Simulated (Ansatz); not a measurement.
# Ge (P-1) in Ansatz: notebook, part 2 of 2

Ansatz 0.2.0. The steps go on from the part before.

## Step 5: Single point, HSE06 form with a typed share of exact exchange (atom 1 moved 0.15 Å)

Contents of input:

```
crystal:
  lattice:
    - [-2.57448972, 2.57448972, 1.39741264]
    - [2.57448972, -2.57448972, 1.39741264]
    - [2.57448972, 2.57448972, -1.39741264]
  atoms:
    - { symbol: Ge, position: [0.26041543, 0.74061401, 0.49484239] }
    - { symbol: Ge, position: [0.48958457, 0.50938599, 0.00515761] }
hamiltonian:
  xc: { exchange: pbe, correlation: pbe, exx: { coeff: 0.3, omega: 0.2 } }
  pseudopotentials: { kind: paw }
kpoints:
  mp_grid: { grid: [6, 6, 4] }
scf:
  occupations: { method: fermi_dirac, width: 0.05 }
output:
  forces: true
  stress: true
  eigenvalues: true
  write_density: true
  write_potential: true
  elf: true
  volumetric_format: npy
```

Potentials or basis: Ansatz PAW.

The log of the run:

```text
Warning: output.stress: scf.convergence.dr2_threshold = 1e-7 eV (the SCF's general default) is looser than the 2e-10 eV advised for a printed stress (1e-10 eV for each atom of the cell: 2). What an SCF threshold leaves in a stress goes as its square root, and in the free energy as the threshold itself, and one threshold admits the most on a small cell: of the crystals measured, under no hybrid functional and no lock of the moments, on runs that ended without the residual-converged pass, on stresses that held no estimate of that error, the worst erred by over 100 MPa in a component at 1e-7 eV an atom and by under 5 at 1e-10. Set scf.convergence.dr2_threshold to 2e-10 eV or tighter. The threshold is an SCF's pass mark: one that does not reach it within its budget of iterations ends unconverged, or closes short of it on a stop that the run arms, and scf.convergence.dr2_threshold's page says what that costs each kind of run
Warning: output.stress: scf.exx.energy_threshold = 1e-6 eV is looser than the 2e-8 eV advised for a stress under a hybrid functional (1e-8 eV for each atom of the cell: 2). Every SCF of the exchange loop can meet its threshold on dr2 while the loop round them stops early: no threshold on dr2 bounds what that leaves in the stress. Set scf.exx.energy_threshold to 2e-8 eV or tighter. The threshold is the loop's pass mark: a loop that does not reach it within its budget of cycles ends unconverged, and scf.exx.energy_threshold's page has the law
[... 112 lines left out ...]
        0.753489       0.797263      -1.955310
  P = ⅓ Tr σ = 0.2186 GPa (2.186 kbar)
--- Band table (eV; the first three rows and the last of 76) ---
  k-point 0: bands = ["-17.7909", "-17.7539", "-17.7217", "-17.7032", "-17.6110", "-17.6097", "-17.5995", "-17.5967", "-17.5259", "-17.4647", "-4.2050", "6.7076", "8.1980", "8.3575", "14.5819", "19.8054", "19.9699", "20.3351"]
  k-point 1: bands = ["-17.7659", "-17.7547", "-17.7335", "-17.6753", "-17.6250", "-17.5981", "-17.5961", "-17.5838", "-17.5505", "-17.4905", "-3.4253", "2.7196", "9.2299", "10.7270", "15.8648", "16.9517", "18.1821", "20.0481"]
  k-point 2: bands = ["-17.7593", "-17.7528", "-17.6910", "-17.6786", "-17.6234", "-17.6150", "-17.5845", "-17.5776", "-17.5486", "-17.5386", "-1.2323", "-0.9334", "11.5101", "11.8577", "13.5428", "13.6201", "19.6392", "19.6952"]
  k-point 75: bands = ["-17.7632", "-17.7527", "-17.6376", "-17.6371", "-17.6149", "-17.6131", "-17.6006", "-17.5954", "-17.5773", "-17.5750", "0.7772", "0.9040", "4.2151", "4.2906", "18.0634", "18.1962", "23.5857", "23.6776"]
```

v_z.tsv:

```text
# z_ang	v_es[eV]	v_tot[eV]
# format = ansatz-planar-average/11
# xc	{"exchange":"pbe","correlation":"pbe","exx":{"coeff":0.3,"omega":0.2}}
# density_cutoff_ev	1680
# datasets	Ge=:simpson_from_first_knot:soft:fock:shift=0
# lattice	-2.574489720	2.574489720	1.397412640
# lattice	2.574489720	-2.574489720	1.397412640
# lattice	2.574489720	2.574489720	-1.397412640
# sites	2
# site	32	2.510232954	0.037700338	0.707352182
# site	32	0.064256766	-0.037700338	1.388766778
0.000000	2.794262e0	-5.984914e0
0.144439	2.960826e0	-5.805798e0
0.288877	3.608383e0	-5.075965e0
0.433316	4.603927e0	-3.936498e0
0.577754	5.784822e0	-2.570325e0
0.722193	6.999577e0	-1.199882e0
[... 19 lines left out ...]
3.610964	3.955521e0	-4.639063e0
3.755402	3.143883e0	-5.578037e0
```

It took 41 s on 1 × NVIDIA H100 80GB HBM3 with 2 threads of AMD EPYC 7R13 (Zen 3), shared host; peak memory 2.1 GiB.

Results:

```yaml
Free_energy: -8591.3698 eV
Pressure: 0.2 GPa
Largest_force: 0.562 eV/Å
Band_gap_on_the_k_mesh: none (metal or under the smearing width)
```

Forces in eV/Å, atoms in the order of the input:
```
Ge   0.508 -0.231 -0.068
Ge  -0.508  0.231  0.068
```

Levels at points of the mesh, in eV from the Fermi level:
```csv
k point,band 11,band 12,band 13,band 14,band 15,band 16,band 17,band 18
"(0.00, 0.00, 0.00)",-15.50,-4.59,-3.10,-2.94,3.29,8.51,8.67,9.04
"(0.00, 0.00, -0.50)",-12.53,-12.23,0.21,0.56,2.25,2.32,8.34,8.40
"(0.00, -0.50, 0.00)",-9.62,-7.32,-3.14,-2.66,-1.66,2.35,4.42,5.60
"(0.00, -0.50, -0.50)",-9.35,-7.75,-2.94,-2.66,-1.92,2.63,4.01,6.43
"(-0.50, 0.00, 0.00)",-9.57,-7.38,-3.13,-2.69,-1.72,2.45,4.32,5.87
"(-0.50, 0.00, -0.50)",-9.21,-7.98,-2.80,-2.65,-1.94,2.72,3.82,6.58
"(-0.50, -0.50, 0.00)",-12.91,-11.79,-0.36,1.19,1.95,2.38,8.38,8.44
"(-0.50, -0.50, -0.50)",-10.52,-10.39,-7.08,-7.01,6.77,6.90,12.29,12.38
```

Caveat: the k mesh is coarse (spacing up to 0.43 Å⁻¹), so the values aren't converged, least of all with exact exchange; the PAW data sets come from PBE, with cores solved anew for the run's functional, which leaves a small shift of forces and pressure; the thresholds are loose for stress.

## Step 6: Single point, HSE06 form with a typed share of exact exchange (atom 1 moved 0.15 Å)

Changes to input since step 5:

```diff
@@ -9,3 +9,3 @@
 hamiltonian:
-  xc: { exchange: pbe, correlation: pbe, exx: { coeff: 0.3, omega: 0.2 } }
+  xc: { exchange: pbe, correlation: pbe, exx: { coeff: 0.4, omega: 0.2 } }
   pseudopotentials: { kind: paw }
@@ -19,5 +19 @@
   eigenvalues: true
-  write_density: true
-  write_potential: true
-  elf: true
-  volumetric_format: npy
```

Potentials or basis: Ansatz PAW.

It took 38 s on 1 × NVIDIA H100 80GB HBM3 with 2 threads of AMD EPYC 7R13 (Zen 3), shared host; peak memory 2.1 GiB.

Results (log left out):

```
Free energy            : -8592.0538 eV
Pressure               : -0.9 GPa
Largest force          : 0.551 eV/Å
Band gap on the k mesh : none (metal or under the smearing width)
```

Forces on the atoms (eV/Å):
```
Ge   0.500 -0.221 -0.071
Ge  -0.500  0.221  0.071
```

Stress tensor (GPa, compression positive):
```
 1.45  0.22  0.73
 0.22 -1.12  0.82
 0.73  0.82 -3.09
```

Levels at points of the mesh, in eV from the Fermi level:
```csv
k point,band 10,band 11,band 12,band 13,band 14,band 15,band 16,band 17,band 18
"(0.00, 0.00, 0.00)",-30.19,-16.18,-4.72,-3.31,-3.13,3.37,8.84,9.01,9.37
"(0.00, 0.00, -0.50)",-30.26,-13.09,-12.78,0.18,0.56,2.35,2.43,8.67,8.73
"(0.00, -0.50, 0.00)",-30.23,-10.04,-7.67,-3.22,-2.84,-1.80,2.43,4.62,5.81
"(0.00, -0.50, -0.50)",-30.23,-9.75,-8.11,-3.01,-2.84,-2.08,2.72,4.19,6.66
"(-0.50, 0.00, 0.00)",-30.22,-9.99,-7.74,-3.21,-2.87,-1.85,2.53,4.52,6.09
"(-0.50, 0.00, -0.50)",-30.25,-9.61,-8.34,-2.87,-2.81,-2.10,2.80,3.99,6.80
"(-0.50, -0.50, 0.00)",-30.25,-13.48,-12.33,-0.45,1.21,2.07,2.50,8.71,8.78
"(-0.50, -0.50, -0.50)",-30.30,-10.98,-10.85,-7.46,-7.38,7.03,7.17,12.74,12.83
```

Caveat: the k mesh is coarse (spacing up to 0.43 Å⁻¹), so the values aren't converged, least of all with exact exchange; the PAW data sets come from PBE, with cores solved anew for the run's functional, which leaves a small shift of forces and pressure; the thresholds are loose for stress.

## Step 7: Single point, HSE06 form with a typed share of exact exchange (atom 1 moved 0.15 Å)

Changes to input since step 6:

```diff
@@ -9,3 +9,3 @@
 hamiltonian:
-  xc: { exchange: pbe, correlation: pbe, exx: { coeff: 0.4, omega: 0.2 } }
+  xc: { exchange: pbe, correlation: pbe, exx: { coeff: 0.5, omega: 0.2 } }
   pseudopotentials: { kind: paw }
@@ -19 +19,5 @@
   eigenvalues: true
+  write_density: true
+  write_potential: true
+  elf: true
+  volumetric_format: npy
```

Wall time 24 s (1 × NVIDIA H100 80GB HBM3 with 2 threads of AMD EPYC 7R13 (Zen 3), shared host); peak memory 2.1 GiB.

The run converged. Its results:

* Free energy: -8592.7631 eV
* Pressure: -2.1 GPa
* Largest force: 0.545 eV/Å
* Band gap on the k mesh: none (metal or under the smearing width)

Forces on the atoms (eV/Å):
```
Ge   0.496 -0.213 -0.073
Ge  -0.496  0.213  0.073
```

Stress tensor (GPa, compression positive):
```
 0.23  0.11  0.68
 0.11 -2.17  0.81
 0.68  0.81 -4.25
```

Levels at points of the mesh, in eV from the Fermi level:
```
              k point  band 10  band 11  band 12  band 13  band 14  band 15  band 16  band 17  band 18
   (0.00, 0.00, 0.00)   -31.63   -16.87    -4.84    -3.52    -3.33     3.45     9.17     9.34     9.70
  (0.00, 0.00, -0.50)   -31.70   -13.66   -13.34     0.15     0.55     2.46     2.54     9.00     9.06
  (0.00, -0.50, 0.00)   -31.66   -10.45    -8.03    -3.30    -3.02    -1.95     2.51     4.81     6.03
 (0.00, -0.50, -0.50)   -31.67   -10.16    -8.48    -3.09    -3.01    -2.24     2.81     4.36     6.87
  (-0.50, 0.00, 0.00)   -31.66   -10.40    -8.09    -3.28    -3.06    -2.00     2.62     4.71     6.30
 (-0.50, 0.00, -0.50)   -31.69   -10.02    -8.71    -2.99    -2.94    -2.27     2.89     4.17     7.01
 (-0.50, -0.50, 0.00)   -31.69   -14.06   -12.87    -0.55     1.23     2.19     2.62     9.04     9.11
(-0.50, -0.50, -0.50)   -31.73   -11.44   -11.31    -7.84    -7.75     7.30     7.43    13.19    13.28
```

Caveat: the k mesh is coarse (spacing up to 0.43 Å⁻¹), so the values aren't converged, least of all with exact exchange; the PAW data sets come from PBE, with cores solved anew for the run's functional, which leaves a small shift of forces and pressure; the thresholds are loose for stress.

## Step 8: Overview

```csv
share of exact exchange,gap on the mesh (eV),pressure (GPa),largest force (eV/Å)
0.15,none,2.0,0.58
0.2,none,1.4,0.58
0.25,none,0.8,0.57
0.3,none,0.2,0.56
0.4,none,-0.9,0.55
0.5,none,-2.1,0.54
```

Alike in all rows: task single point; level HSE06 form with a typed share of exact exchange; potentials or basis Ansatz PAW; no spin polarisation; cell atom 1 moved 0.15 Å; k mesh 6 × 6 × 4; cutoff (eV) 420; smearing fermi-dirac 0.05 eV; the mesh is coarse, so values aren't converged.

Caveats: all runs use coarse meshes; the PAW data sets come from PBE, with cores solved anew for the run's functional, which leaves a small shift of forces and pressure; the thresholds are loose for stress.

Absolute energies hang on the potentials; compare differences alone.
